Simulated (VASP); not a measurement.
# CdSe (Cadmoselite) (P6_3mc) in VASP: notebook

One crystal, CdSe (Cadmoselite), is run at these levels: HSE06; tasks: single point.

Everything below comes from runs of VASP 6.6.1. Logs are shortened: lines on timing, memory, paths and dates and some standing lists are left out, and cuts for length are marked.

### 1 The crystal as given

Symmetry: P6_3mc, No. 186, hexagonal system. The conventional cell has a = 4.300 Å, b = 4.300 Å, c = 7.020 Å, α = 90.00°, β = 90.00°, γ = 120.00°. Cd (site symmetry 3m) has 4 Se at 2.61 to 2.70 Å as nearest neighbours. Se (site symmetry 3m) has 4 Cd at 2.61 to 2.70 Å as nearest neighbours.

### 2 Single point, HSE06

POSCAR

```
CdSe
1.0
    4.3000000000      0.0000000000      0.0000000000
   -2.1500000000      3.7239092363      0.0000000000
    0.0000000000      0.0000000000      7.0200000000
Cd Se
2 2
Direct
    0.6666666667      0.3333333333      0.5000000000
    0.3333333333      0.6666666667      0.0000000000
    0.6666666667      0.3333333333      0.8850000000
    0.3333333333      0.6666666667      0.3850000000
```

INCAR.step1

```
SYSTEM = CdSe
ALGO = Normal
EDIFF = 1E-5
ENCUT = 340
GGA = PE
ISIF = 2
ISMEAR = 0
LASPH = .TRUE.
LCHARG = .FALSE.
LREAL = .FALSE.
LWAVE = .TRUE.
NBANDS = 26
NELM = 100
NKRED = 1
PREC = Accurate
SIGMA = 0.01
```

INCAR.step2

```
SYSTEM = CdSe
ALGO = Normal
EDIFF = 1E-6
ENCUT = 340
GGA = PE
HFSCREEN = 0.2
ISIF = 2
ISMEAR = 0
ISTART = 1
LASPH = .TRUE.
LCHARG = .FALSE.
LHFCALC = .TRUE.
LREAL = .FALSE.
LWAVE = .FALSE.
NBANDS = 26
NELM = 100
NKRED = 1
PREC = Accurate
PRECFOCK = Fast
SIGMA = 0.01
```

KPOINTS

```
k-points
0
G
  3 3 2
  0 0 0
```

Potentials or basis: VASP PAW PBE potentials, release 64 (Cd, Se).

Command:

```console
> cat potpaw_PBE.64/Cd/POTCAR potpaw_PBE.64/Se/POTCAR > POTCAR
> cp INCAR.step1 INCAR
> mpirun -np 1 vasp_std > vasp.out
> cp INCAR.step2 INCAR
> mpirun -np 1 vasp_std > vasp.out
```

OUTCAR:

```text
SYSTEM = CdSe
   EDIFF = 1E-6
   ENCUT = 340
   GGA = PE
   HFSCREEN = 0.2
   ISIF = 2
   ISMEAR = 0
   ISTART = 1
   LASPH = .TRUE.
   LHFCALC = .TRUE.
   LREAL = .FALSE.
   NELM = 100
   NKRED = 1
   PREC = Accurate
   PRECFOCK = Fast

 Found      6 irreducible k-points:

 Following reciprocal coordinates:
            Coordinates               Weight
  0.000000  0.000000  0.000000      1.000000
  0.333333 -0.000000  0.000000      6.000000
  0.333333  0.333333  0.000000      2.000000
  0.000000  0.000000  0.500000      1.000000
  0.333333 -0.000000  0.500000      6.000000
  0.333333  0.333333  0.500000      2.000000
   k-points           NKPTS =      6   k-points in BZ     NKDIM =     18   number of bands    NBANDS=     26
   number of dos      NEDOS =    301   number of ions     NIONS =      4
   total plane-waves  NPLWV =  32928
   dimension x,y,z NGX =    28 NGY =   28 NGZ =   42
   dimension x,y,z NGXF=    56 NGYF=   56 NGZF=   84
   ions per type =               2   2
   NGX,Y,Z   is equivalent  to a cutoff of  10.83, 10.83,  9.95 a.u.
   NGXF,Y,Z  is equivalent  to a cutoff of  21.65, 21.65, 19.89 a.u.
 SYSTEM =  CdSe
   PREC   = accura    normal or accurate (medium, high low for compatibility)
   ISTART =      1    job   : 0-new  1-cont  2-samecut
   ICHARG =      0    charge: 1-file 2-atom 10-const
   ISPIN  =      1    spin polarized calculation?
   LNONCOLLINEAR =      F non collinear calculations
   LSORBIT =      F    spin-orbit coupling
   LASPH  =      T    aspherical Exc in radial PAW
   ENCUT  =  340.0 eV  24.99 Ry    5.00 a.u.   6.46  6.46 10.55*2*pi/ulx,y,z
   NELM   =    100;   NELMIN=  2; NELMDL=  0     # of ELM steps
   EDIFF  = 0.1E-05   stopping-criterion for ELM
   LREAL  =      F    real-space projection
   EDIFFG = 0.1E-04   stopping-criterion for IOM
   NSW    =      0    number of steps for IOM
   IBRION =     -1    ionic relax: 0-MD 1-quasi-New 2-CG
   NFREE  =      0    steps in history (QN), initial steepest desc. (CG)
   ISIF   =      2    stress and relaxation
   ISYM   =      3    0-nonsym 1-usesym 2-fastsym
   POTIM  = 0.5000    time-step for ionic-motion
   TEBEG  =    0.0;   TEEND  =   0.0 temperature during run
   PSTRESS=    0.0 pullay stress
   NELECT =      36.0000    total number of electrons
   NUPDOWN=      -1.0000    fix difference up-down
   EMIN   =  10.00;   EMAX   =-10.00  energy-range for DOS
   EFERMI =   0.00;   METHOD = LEGACY
   ISMEAR =     0;   SIGMA  =   0.01  broadening in eV -4-tet -1-fermi 0-gaus
   EFERMI_NEDOS =   21; number of points for ismear=-14 and -15
   IALGO  =     38    algorithm
   IMIX   =      1    mixing-type and parameters
     AMIX     =   0.40;   BMIX     =  1.00
     AMIX_MAG =   1.60;   BMIX_MAG =  1.00
  volume/ion in A,a.u.               =      28.10       189.64
  Fermi-wavevector in a.u.,A,eV,Ry     =   1.120059  2.116604 17.068937  1.254531
  Thomas-Fermi vector in A             =   2.256702
   LORBIT       =      0    0 simple, 1 ext, 2 COOP (PROOUT), +10 PAW based schemes
   GGA     = PE    functional components
   LHFCALC =     T    Hartree Fock is set to
   PRECFOCK=fast      Normal, Fast or Accurate (Low or Medium for compatibility)
   ENCUT4O =  -1.0   cutoff for four orbital integrals eV
   NKREDX  =     1    reduce k-point grid by
   NKREDY  =     1    reduce k-point grid by
   NKREDZ  =     1    reduce k-point grid by
   AEXX    =    0.2500 exact exchange contribution
   HFSCREEN=    0.2000 screening length (either q_TF or 0.3 A-1)
   HFSCREENC=   0.2000 screening length for correlation (either q_TF or 0.3 A-1)
   ENCUTFOCK=  -1.0 apply spherical cutoff to Coloumb kernel
   IVDW    =     0    specifies the selected vdW correction
   LEPSILON=     F    determine dielectric tensor
   LRPA    =     F    only Hartree local field effects (RPA)
 non-spin polarized calculation
 Gauss-broadening in eV      SIGMA  =   0.01
  energy-cutoff  :      340.00
  volume of cell :      112.41
 maximum number of plane-waves:      1641
 NGX is ok and might be reduce to    28
  NGX = 16; NGY = 16; NGZ = 28

 number of electron      35.9999968 magnetization

 Free energy of the ion-electron system (eV)
  ---------------------------------------------------
  ext. energy  EPLUGINS =         0.00000000
  ---------------------------------------------------
  free energy    TOTEN  =       -13.49268768 eV

  energy without entropy =      -13.49268768  energy(sigma->0) =      -13.49268768

 E-fermi :   0.4115     XC(G=0):  -7.3605

 val. band max:        0.3650245537   @ k =   0.0000   0.0000   0.0000
 cond. band min:       2.0440425161   @ k =   0.0000   0.0000   0.0000
 fundamental gap:      1.6790179624
 Fermi energy:         0.4115439855

 k-point     1 :       0.0000    0.0000    0.0000
  band No.  band energies     occupation
      1     -13.3369      2.00000
      2     -12.9367      2.00000
      3      -8.7922      2.00000
      4      -8.7922      2.00000
      5      -8.7381      2.00000
      6      -8.7354      2.00000
      7      -8.7354      2.00000
      8      -8.4360      2.00000
      9      -8.4360      2.00000
     10      -8.3756      2.00000
     11      -8.3756      2.00000
     12      -8.0516      2.00000
     13      -4.1777      2.00000
     14      -0.4365      2.00000
     15      -0.4365      2.00000
     16       0.3384      2.00000
     17       0.3384      2.00000
     18       0.3650      2.00000
     19       2.0440      0.00000
     20       3.4939      0.00000
     21       7.2772      0.00000
     22       7.2772      0.00000
     23       7.5647      0.00000
     24       8.4687      0.00000
     25       8.4687      0.00000
     26       9.2463      0.00000

 k-point     2 :       0.3333   -0.0000    0.0000
  band No.  band energies     occupation
      1     -13.0453      2.00000
      2     -12.8216      2.00000
      3      -8.7013      2.00000
      4      -8.6922      2.00000
      5      -8.6074      2.00000
      6      -8.5769      2.00000
      7      -8.4977      2.00000
      8      -8.4711      2.00000
      9      -8.4193      2.00000
     10      -8.3731      2.00000
     11      -8.3594      2.00000
     12      -7.9062      2.00000
     13      -3.8432      2.00000
     14      -2.8871      2.00000
     15      -2.4592      2.00000
     16      -1.3820      2.00000
     17      -0.4463      2.00000
     18      -0.3322      2.00000
     19       4.3974      0.00000
     20       4.7603      0.00000
     21       6.4251      0.00000
     22       7.3000      0.00000
     23       8.0872      0.00000
     24       8.9032      0.00000
     25       9.2491      0.00000
     26       9.8453      0.00000

 k-point     3 :       0.3333    0.3333    0.0000
  band No.  band energies     occupation
      1     -12.8338      2.00000
      2     -12.8338      2.00000
      3      -8.7012      2.00000
      4      -8.5729      2.00000
      5      -8.5729      2.00000
      6      -8.5574      2.00000
      7      -8.4447      2.00000
      8      -8.4447      2.00000
      9      -8.4403      2.00000
     10      -8.3873      2.00000
     11      -7.9249      2.00000
     12      -7.9249      2.00000
     13      -3.6963      2.00000
     14      -3.6963      2.00000
     15      -2.9213      2.00000
     16      -1.5591      2.00000
     17      -1.5591      2.00000
     18      -1.5505      2.00000
     19       5.5728      0.00000
     20       6.3526      0.00000
     21       6.3526      0.00000
     22       8.4095      0.00000
     23       8.4781      0.00000
     24       8.4781      0.00000
     25       9.3576      0.00000
     26       9.3576      0.00000

 k-point     4 :       0.0000    0.0000    0.5000
  band No.  band energies     occupation
      1     -13.1336      2.00000
      2     -13.1336      2.00000
      3      -8.7673      2.00000
      4      -8.7673      2.00000
      5      -8.7673      2.00000
      6      -8.7673      2.00000
      7      -8.5205      2.00000
      8      -8.5205      2.00000
      9      -8.4022      2.00000
     10      -8.4022      2.00000
     11      -8.4022      2.00000
     12      -8.4022      2.00000
     13      -2.3195      2.00000
     14      -2.3195      2.00000
     15      -0.0648      2.00000
     16      -0.0648      2.00000
     17      -0.0648      2.00000
     18      -0.0648      2.00000
     19       3.7177      0.00000
     20       3.7177      0.00000
     21       7.2345      0.00000
     22       7.2345      0.00000
     23       7.6648      0.00000
     24       7.6648      0.00000
     25       7.6648      0.00000
     26       7.6648      0.00000

 k-point     5 :       0.3333   -0.0000    0.5000
  band No.  band energies     occupation
      1     -12.9259      2.00000
      2     -12.9259      2.00000
      3      -8.6563      2.00000
      4      -8.6563      2.00000
      5      -8.6533      2.00000
      6      -8.6533      2.00000
      7      -8.4790      2.00000
      8      -8.4790      2.00000
      9      -8.3925      2.00000
     10      -8.3925      2.00000
     11      -8.1955      2.00000
     12      -8.1955      2.00000
     13      -3.5253      2.00000
     14      -3.5253      2.00000
     15      -1.0911      2.00000
     16      -1.0911      2.00000
     17      -0.8922      2.00000
     18      -0.8922      2.00000
     19       4.5801      0.00000
     20       4.5801      0.00000
     21       6.3206      0.00000
     22       6.3206      0.00000
     23       8.6675      0.00000
     24       8.6675      0.00000
     25       9.2941      0.00000
     26       9.2941      0.00000

 k-point     6 :       0.3333    0.3333    0.5000
  band No.  band energies     occupation
      1     -12.8249      2.00000
      2     -12.8249      2.00000
      3      -8.6183      2.00000
      4      -8.6183      2.00000
      5      -8.6093      2.00000
      6      -8.6093      2.00000
      7      -8.4324      2.00000
      8      -8.4324      2.00000
      9      -8.4309      2.00000
     10      -8.4309      2.00000
     11      -7.9186      2.00000
     12      -7.9186      2.00000
     13      -4.0318      2.00000
     14      -4.0318      2.00000
     15      -2.3012      2.00000
     16      -2.3012      2.00000
     17      -0.7678      2.00000
     18      -0.7678      2.00000
     19       5.1766      0.00000
     20       5.1766      0.00000
     21       7.2018      0.00000
     22       7.2018      0.00000
     23       7.7603      0.00000
     24       7.7603      0.00000
     25      10.4138      0.00000
     26      10.4151      0.00000

------------------------ aborting loop because EDIFF is reached ----------------------------------------

  FORCE on cell =-STRESS in cart. coord.  units (eV):
  Direction    XX          YY          ZZ          XY          YZ          ZX
  --------------------------------------------------------------------------------------
  -------------------------------------------------------------------------------------
  Total        2.0986192      2.0986192     -0.0106584      0.0000000      0.0000000      0.0000000
  in kB       29.9115945     29.9115945     -0.1519139      0.0000000      0.0000000      0.0000000
  external PRESSURE =      19.8904250 kB  Pullay stress =       0.0000000 kB

 VOLUME and BASIS-vectors are now :
 -----------------------------------------------------------------------------
  energy-cutoff  :      340.00
  volume of cell :      112.41
      direct lattice vectors                 reciprocal lattice vectors
     4.300000000  0.000000000  0.000000000     0.232558140  0.134267504  0.000000000
    -2.150000000  3.723909236  0.000000000     0.000000000  0.268535009  0.000000000
     0.000000000  0.000000000  7.020000000     0.000000000  0.000000000  0.142450142

 POSITION                                       TOTAL-FORCE (eV/Angst)
 -----------------------------------------------------------------------------------
      2.15000      1.24130      3.51000        -0.000000      0.000000      0.332725
     -0.00000      2.48261      0.00000         0.000000     -0.000000      0.332725
      2.15000      1.24130      6.21270        -0.000000      0.000000     -0.332725
     -0.00000      2.48261      2.70270         0.000000     -0.000000     -0.332725
 -----------------------------------------------------------------------------------
    total drift:                               -0.000000     -0.000000     -0.000210

  FREE ENERGIE OF THE ION-ELECTRON SYSTEM (eV)
  ---------------------------------------------------
  free  energy   TOTEN  =       -13.4926876780 eV

  energy  without entropy=      -13.4926876780  energy(sigma->0) =      -13.49268768
```

It took 1.9 min on 1 thread of Intel Xeon 6975P-C (Granite Rapids), shared host; peak memory 0.28 GiB.

These settings aren't checked as converged: the numbers below hold their error.

What came out:

| Property | Result |
| --- | --- |
| Free energy | -13.4927 eV |
| Pressure | 2.0 GPa |
| Largest force | 0.333 eV/Å |
| Band gap on the k mesh | 1.68 eV, direct |

Caveat: the k mesh is coarse (spacing up to 0.56 Å⁻¹), so the values aren't converged, least of all with exact exchange; the cutoff is under 1.25 times the usual one of these potentials, so pressure, stress and relaxed cells hold a basis-set (Pulay) error; the PAW data sets were made with another functional, which shifts forces and pressure a little.

(Continued in part 2 of 2.)
